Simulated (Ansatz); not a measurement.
# TiCo in Ansatz: the effect of functional

TiCo:

```
Co Ti
1.0
     2.94575    0.00000    0.00000
     0.00000    2.94575    0.00000
     0.00000    0.00000    2.94575
Co Ti
1 1
Direct
  0.50000 0.50000 0.50000
  0.00000 0.00000 0.00000
```

The cell comes from a database or a generator and needn't be the stable form of this composition.

The cell isn't the ideal one: volume scaled by 0.96.

Alike in all runs:

```yaml
Program: Ansatz 0.2.0
Task: single point
Potentials_or_basis: Ansatz PAW
k_mesh: 9 × 9 × 9
Occupations: fermi-dirac, width 0.05 eV
Spin: collinear spin, ferromagnetic start
Starting_moments: "[2.0, 1.0] μB"
```

| functional | cutoff | pressure (GPa) | moment (μB) |
| --- | --- | --- | --- |
| LDA | 420 eV (not typed: the program's choice for these potentials) | ? | ? |
| PBEsol | 420 eV (not typed: the program's choice for these potentials) | -1.5 | 0.62 |
| r2SCAN | 500 eV (not typed: the program's choice for these potentials) | 7.5 | 0.86 |

Task: What does the run with functional LDA give?

Result: Pressure -8.3 GPa; moment 0.45 μB.

Caveats: the PAW data sets come from PBE, with cores solved anew for the run's functional, which leaves a small shift of forces and pressure; the magnetic or orbital state may not be the lowest (some runs); the starting moments weren't kept (some runs).
